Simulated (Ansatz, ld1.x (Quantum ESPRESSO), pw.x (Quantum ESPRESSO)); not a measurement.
## From atom to crystal: TM potential for Mo (Z = 42)

| Property | Result |
| --- | --- |
| Element | Mo (Z = 42) |
| Generator | ld1.x (Quantum ESPRESSO) 7.5 |
| Type | norm-conserving Troullier–Martins (Kleinman–Bylander form) |
| Functional | PBE |
| Relativity | scalar-relativistic |
| Frozen core | [Kr] |
| Valence charge | 6 |
| Reference configuration | 4d5 5s1 5p0 |
| Partial waves | 5s (bound): rc 3.15 bohr; 4d (bound): rc 1.60 bohr; 5p (bound, empty): rc 4.00 bohr |
| Local potential | the p channel |
| Core correction | Bessel-smoothed model core, default radius (core density twice the valence density) |

Atomic tests: cutoffs needed: 45 Ry and 50 Ry (the cutoffs (Ry, on a coarse ladder) from which the occupation-weighted sum of valence levels, in a spherical-Bessel basis at the reference potential, stays within 10 and 1 mRy of its value at 400 Ry); ghost test: no extra level below or beside the all-electron valence levels (s, d, p, f tested) (spherical-Bessel basis up to 400 Ry, 20 bohr box); configuration tests: 2 of 7 tests not solved or not reliable.

Crystal test: fcc Mo in pw.x 7.5, no spin, 14³ k-points, Fermi–Dirac smearing 0.01 Ry, cutoffs 60/240 Ry. The reference is all-electron LAPW (Ansatz 0.2.0) with the same functional, mesh and smearing; V0 and B0 come from Birch–Murnaghan fits to the pressures at five volumes. Errors are pseudo minus all-electron; Δ is the rms difference of the E(V) curves that follow from these fits, minima aligned, over ±6 % about the mean V0. Mesh and smearing are coarse, so the numbers serve the comparison and aren't converged zero-temperature values; the lattice is a test structure that the element need not adopt.

All-electron: a0 = 4.005 Å (V0 = 16.06 Å³/atom), B0 = 235.3 GPa.

Task: How far does the potential miss the all-electron equation of state?

Result: mean pressure error (GPa): +32.66. The pressure does not cross zero within the volumes sampled, so no fit is given. The largest radius (4.00 bohr) exceeds half the bond length (2.67 bohr), so the spheres overlap, which is one possible source of error among others. This is a poor potential for the solid. Atomic configuration tests: 2 of 7 tests not solved or not reliable. The logarithmic derivative shows an extra or strongly shifted pseudo pole above the reference energy (s near 1.37 Ry).

```json
{"V (Å³/atom)": "15.226", "P all-electron (GPa)": "13.93", "P pseudo (GPa)": "53.52"}
{"V (Å³/atom)": "15.626", "P all-electron (GPa)": "6.76", "P pseudo (GPa)": "42.45"}
{"V (Å³/atom)": "16.027", "P all-electron (GPa)": "0.44", "P pseudo (GPa)": "32.70"}
{"V (Å³/atom)": "16.428", "P all-electron (GPa)": "-5.13", "P pseudo (GPa)": "24.10"}
{"V (Å³/atom)": "16.828", "P all-electron (GPa)": "-10.04", "P pseudo (GPa)": "16.50"}
```

Task: At the middle volume, how do free energy and pressure move when the wave cutoff is lowered (ecutrho kept at four times it)?

Result:

| cutoff (Ry) | shift of F (meV/atom) | shift of P (GPa) |
| --- | --- | --- |
| 27 | +2120.7 | -68.12 |
| 36 | +396.0 | -18.89 |
| 48 | +21.0 | -1.89 |

The run at the middle volume (104 k-points, 7 iterations) took about 10 s on one core of a shared host (Neoverse-V1, 64 threads, 503 GiB, load 28).
